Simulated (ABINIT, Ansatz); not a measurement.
Cost and result for the equilibrium volume of La2O3

```xyz
5
Lattice="3.9308 0.0000 0.0000 -1.9654 3.4042 0.0000 0.0000 0.0000 6.1120" Properties=species:S:1:pos:R:3 pbc="T T T"
La    0.0000    2.2694    1.5050
La    1.9654    1.1347    4.6070
O     0.0000    0.0000    0.0000
O     0.0000    2.2694    3.9477
O     1.9654    1.1347    2.1643
```

The cell is a database's computed one, not the measured one.

| rung | level | program and potentials | cutoff (eV) | k mesh | core time | chip | equilibrium volume (Å³/atom) | notes |
| --- | --- | --- | --- | --- | --- | --- | --- | --- |
| GGA | PBEsol | Ansatz, Ansatz PAW | 420 | 8 × 8 × 5 | 42 s | Arm Neoverse V2 | 15.96 | potentials made for PBE, which Ansatz adapts in part |
| GGA + dispersion | PBEsol+D4 | Ansatz, Ansatz PAW | 420 | 8 × 8 × 5 | 45 s | Arm Neoverse V2 | 15.74 | potentials made for PBE, which Ansatz adapts in part |
| GGA + dispersion | PBEsol+D3(BJ) | Ansatz, Ansatz PAW | 420 | 8 × 8 × 5 | 47 s | Arm Neoverse V2 | 15.57 | potentials made for PBE, which Ansatz adapts in part |
| GGA + dispersion | PBEsol+D3(BJ)+ATM | Ansatz, Ansatz PAW | 420 | 8 × 8 × 5 | 53 s | Arm Neoverse V2 | (a) | potentials made for PBE, which Ansatz adapts in part |
| GGA | PBE | Ansatz, Ansatz PAW | 420 | 8 × 8 × 5 | 59 s | Arm Neoverse V1 | 16.64 | - |
| LDA | LDA | Ansatz, all-electron LAPW, scalar-relativistic | - | 6 × 6 × 4 | 91 s | AMD EPYC 7R43 Zen 3 | 15.54 | coarse mesh |
| GGA | PBEsol | Ansatz, all-electron LAPW, scalar-relativistic | - | 6 × 6 × 4 | 93 s | AMD EPYC 7R43 Zen 3 | 15.97 | coarse mesh |
| LDA | LDA | Ansatz, Ansatz PAW | 420 | 8 × 8 × 5 | 96 s | Arm Neoverse N1 | 15.54 | potentials made for PBE, which Ansatz adapts in part |
| GGA | PBE | Ansatz, all-electron LAPW, scalar-relativistic | - | 6 × 6 × 4 | 99 s | AMD EPYC 7R43 Zen 3 | 16.64 | coarse mesh |
| LDA | LDA | ABINIT, JTH PAW LDA v2.0 | 626 | 6 × 6 × 4 | 20 min | Arm Neoverse V2 | (b) | - |

Times are single runs on shared hosts and different chips, so they are rough; meshes, cutoffs and the tasks' sizes weigh on the time. Task: relaxation of cell and atoms. All rows: no spin polarisation. Meshes differ between rows, which moves values too. Meshes are those of the run's cell of 5 atoms unless a note names another. Relaxations start from the cell shown or near it and stop with a little pressure left. Runs on faulty files, with rough fits or with known faults for this quantity aren't shown. No row holds spin-orbit coupling.

Problem. Estimate the values left out from the other rows.

Solution. (a) 15.61 Å³/atom; (b) 15.66 Å³/atom.
